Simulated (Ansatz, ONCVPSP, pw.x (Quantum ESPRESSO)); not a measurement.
pw.x on fcc Ba: one setting changed

Potential: optimised norm-conserving Vanderbilt (ONCV), ONCVPSP 4.0.1.1 (patched build), PBE; core [Kr] 4d10, reference 5s2 5p6 6s2; waves: 5s+6s: rc 2.45 bohr, ncon 4, nbas 7, qcut 3.9 1/bohr, 2 projectors; 5p: rc 2.70 bohr, ncon 4, nbas 8, qcut 4.3 1/bohr, 2 projectors, debl 2.5 Ha; d scattering state at 0.06 Ha: rc 2.75 bohr, ncon 4, nbas 8, qcut 3.8 1/bohr, 2 projectors, debl 0.5 Ha; local part: polynomial inside 2.20 bohr (lpopt 5, dvloc0 2 Ha); core correction: Teter function, fcfact 3, rcfact 1.6. In the d channel the program set the typed energies aside and used 0.050, 0.550 Ha.

The reference run (k-mesh 9³, cutoffs 50/200 Ry, Fermi–Dirac 0.01 Ry, mixing_beta 0.4, conv_thr 1e-9, no spin) gives 0.06 GPa at 64.378 Å³/atom, where all-electron LAPW gives 0.00 GPa. This run, with its own iteration cap, changes smearing to mp.

```
&control
  calculation='scf', prefix='x', pseudo_dir='./', outdir='./tmp', tstress=.true., disk_io='none'
/
&system
  ibrav=0, nat=1, ntyp=1, ecutwfc=50, ecutrho=200, nbnd=12,
  occupations='smearing', smearing='mp', degauss=0.01
/
&electrons
  conv_thr=1e-09, mixing_beta=0.4, electron_maxstep=50
/
ATOMIC_SPECIES
Ba 1.0 Ba.UPF
CELL_PARAMETERS angstrom
  0.00000000 3.18104023 3.18104023
  3.18104023 0.00000000 3.18104023
  3.18104023 3.18104023 0.00000000
ATOMIC_POSITIONS crystal
Ba 0.0000 0.0000 0.0000
K_POINTS automatic
9 9 9 0 0 0
```

```bash
pw.x < Ba.scf.in > Ba.scf.out
```

Question: How does the run end?

Answer: It converges in 8 iterations; the free energy moves by +54.1 meV/atom and the pressure by -0.12 GPa. This scheme is built to cancel the term in the square of the width that Fermi–Dirac smearing leaves in the F of a metal.

```
Message from routine setup:
     using ibrav=0 with symmetry is DISCOURAGED, use correct ibrav instead
     lattice parameter (alat)  =       8.5013  a.u.
     unit-cell volume          =     434.4443 (a.u.)^3
     number of electrons       =        10.00
     number of Kohn-Sham states=           12
     kinetic-energy cutoff     =      50.0000  Ry
     charge density cutoff     =     200.0000  Ry
     scf convergence threshold =      1.0E-09
     Exchange-correlation= PBE
     number of k points=    35  Methfessel-Paxton smearing, width (Ry)=  0.0100
     iteration #  1     ecut=    50.00 Ry     beta= 0.40
     total energy              =     -57.02712032 Ry
     estimated scf accuracy    <       0.00102875 Ry
     iteration #  2     ecut=    50.00 Ry     beta= 0.40
     total energy              =     -57.02715084 Ry
     estimated scf accuracy    <       0.00032226 Ry
     iteration #  3     ecut=    50.00 Ry     beta= 0.40
     total energy              =     -57.02717026 Ry
     estimated scf accuracy    <       0.00001093 Ry
     [... 2 iterations left out ...]
     iteration #  6     ecut=    50.00 Ry     beta= 0.40
     total energy              =     -57.02717140 Ry
     estimated scf accuracy    <          7.5E-09 Ry
     iteration #  7     ecut=    50.00 Ry     beta= 0.40
     total energy              =     -57.02717140 Ry
     estimated scf accuracy    <          1.1E-09 Ry
     iteration #  8     ecut=    50.00 Ry     beta= 0.40
     the Fermi energy is     5.7051 ev
!    total energy              =     -57.02717140 Ry
     estimated scf accuracy    <          2.0E-12 Ry
     smearing contrib. (-TS)   =      -0.00017026 Ry
     The total energy is F=E-TS. E is the sum of the following terms:
     one-electron contribution =     -14.08394470 Ry
     hartree contribution      =       9.21205354 Ry
     xc contribution           =     -14.01971476 Ry
     ewald contribution        =     -38.13539522 Ry
     convergence has been achieved in   8 iterations
          total   stress  (Ry/bohr**3)                   (kbar)     P=       -0.67
     Message from routine punch:
     Nothing written, as per user request (disk_io='none')
```

The run took about 32 s on one core of a shared host (Neoverse-N1, 64 threads, 124 GiB, load 59).
